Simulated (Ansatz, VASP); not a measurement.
Two plane-wave programs on Bi

Contents of POSCAR:

```
Bi
1.0
    2.2675000000      1.3091417354      3.9380000000
   -2.2675000000      1.3091417354      3.9380000000
    0.0000000000     -2.6182834708      3.9380000000
Bi
2
Direct
    0.2340000000      0.2340000000      0.2340000000
    0.7660000000      0.7660000000      0.7660000000
```

File INCAR.step1:

```
  PREC = Accurate
  ENCUT = 520
  ISMEAR = 0
  SIGMA = 0.1
  LREAL = F
  LASPH = T
  NELM = 80
  NBANDS = 22
  GGA = PE
  ALGO = Normal
  EDIFF = 1E-4
  LWAVE = T
  LCHARG = F
```

The input INCAR.step2:

```
  PREC = Accurate
  ENCUT = 520
  EDIFF = 1E-6
  ISMEAR = 0
  SIGMA = 0.1
  LREAL = F
  LASPH = T
  NELM = 80
  ALGO = Normal
  ISIF = 2
  LWAVE = F
  LCHARG = F
  METAGGA = R2SCAN
  LMIXTAU = T
  NBANDS = 22
  ISTART = 1
```

KPOINTS

```
regular mesh
0
Gamma
  6 6 6
```

Input for Ansatz:

```yaml
crystal:
  lattice:
    - [2.2675, 1.3091417354, 3.938]
    - [-2.2675, 1.3091417354, 3.938]
    - [0.0, -2.6182834708, 3.938]
  atoms:
    - { symbol: Bi, position: [0.234, 0.234, 0.234] }
    - { symbol: Bi, position: [0.766, 0.766, 0.766] }
basis:
  ecutwfc: 500
kpoints:
  mp_grid: { grid: [6, 6, 6] }
hamiltonian:
  xc: r2scan
scf:
  occupations: { method: gaussian, width: 0.1 }
output:
  forces: true
  stress: true
  eigenvalues: true
```

Alike in both runs: task single point; functional r2SCAN; k mesh 6 × 6 × 6; occupations gaussian, width 0.1 eV; no spin polarisation.

|  | VASP | Ansatz |
| --- | --- | --- |
| version | VASP 6.6.1 | Ansatz 0.2.0 |
| potentials or method | VASP PAW PBE potentials, release 64 (Bi_d) | scalar-relativistic, plane waves, PAW |
| plane-wave cutoff (eV) | 520 | 500 |
| valence electrons in the cell | 30 | 30 |

|  | VASP | Ansatz | Ansatz less VASP |
| --- | --- | --- | --- |
| gap on the k mesh at the Fermi level (eV) | none | none | - |
| pressure (GPa) | 1.2 | 1.3 | +0.05 |
| largest component of the traceless stress (GPa) | 0.35 | 0.35 | 0.000 |
| rms of the force components (eV/Å) | 0.029 | 0.033 | +0.0037 |

Atom by atom the forces differ by 0.004 eV/Å (rms over components). A gap of «none» marks a metal or a gap that the smearing closes. The functional is the same, so the differences come from potentials, cutoffs and numerics.

Caveats: the PAW data sets were made with another functional, which shifts forces and pressure a little (VASP); spin-orbit coupling is left out, which moves the levels of the heavy elements.
